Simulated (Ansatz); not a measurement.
# Straining ZrO2

Computed with DFT PBEsol, scalar-relativistic, plane waves, PAW (Ansatz 0.2.0). Run with 420 eV cutoff, 6×6×6 k-mesh, Gaussian smearing of 0.02 eV, no spin polarisation.

The relaxed crystal:

```
CELL_PARAMETERS angstrom
2.53205 2.53205 0.00000
-2.53205 2.53205 0.00000
0.00000 0.00000 5.06410
ATOMIC_POSITIONS crystal
Zr 0.00000 0.00000 0.00000
Zr 0.50000 0.50000 0.50000
O 0.00000 0.50000 0.75000
O 0.50000 0.00000 0.75000
O 0.50000 0.00000 0.25000
O 0.00000 0.50000 0.25000
```

Deformation: all cell vectors scaled alike, the atoms relaxed, all within the symmetry that the strain leaves. Energies are extrapolated to zero smearing. Gaps are Kohn–Sham gaps over the whole zone.

(1) Give the structure at -1.5 %.

Answers

(1)
```
CELL_PARAMETERS angstrom
2.49407 2.49407 0.00000
-2.49407 2.49407 0.00000
0.00000 0.00000 4.98814
ATOMIC_POSITIONS crystal
Zr 0.00000 0.00000 0.00000
Zr 0.50000 0.50000 0.50000
O 0.00000 0.50000 0.75000
O 0.50000 0.00000 0.75000
O 0.50000 0.00000 0.25000
O 0.00000 0.50000 0.25000
```
Space group Fm-3m (225), 18.2 meV/atom over the relaxed crystal.

This fluorite-type form isn't the usual stable structure of the compound.